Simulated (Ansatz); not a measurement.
We consider skutterudite CoSb3, described by PBEsol (plane waves, PAW; Ansatz, a first-principles code).

Numerical settings: plane-wave cutoff 520 eV, 6×6×6 k mesh, Fermi–Dirac smearing 0.01 eV, no spin polarisation, scalar-relativistic PAW data made under PBE.

Cell (relaxed at this level):

```cif
data_Co8Sb24
_chemical_formula_sum 'Co8 Sb24'
_space_group_name_H-M_alt 'Im-3'
_space_group_IT_number 204
_space_group_name_Hall '-I 2 2 3'
_cell_length_a 8.98469
_cell_length_b 8.98469
_cell_length_c 8.98469
_cell_angle_alpha 90.000
_cell_angle_beta 90.000
_cell_angle_gamma 90.000
loop_
_atom_site_label
_atom_site_type_symbol
_atom_site_symmetry_multiplicity
_atom_site_Wyckoff_symbol
_atom_site_fract_x
_atom_site_fract_y
_atom_site_fract_z
_atom_site_occupancy
Co1 Co 8 c 0.25000 0.25000 0.25000 1
Sb1 Sb 24 g 0.00000 0.33319 0.15970 1
```
(The calculation used a cell of 16 atoms; values per cell refer to that cell.)

Problem. Give the computed band gap.

Solution. 
band gap: 0.27 eV

Measured, for comparison: band gap 0.63 eV (temperature not stated, no zero-point or thermal correction; as tabulated in Kim et al. (2020), doi:10.1038/s41597-020-00723-8).

Spin–orbit coupling is not included; it can close the smallest gap of 0.27 eV.

Static lattice: no zero-point or thermal effects.

Cost on a shared machine: around 9 core-minutes (rough).
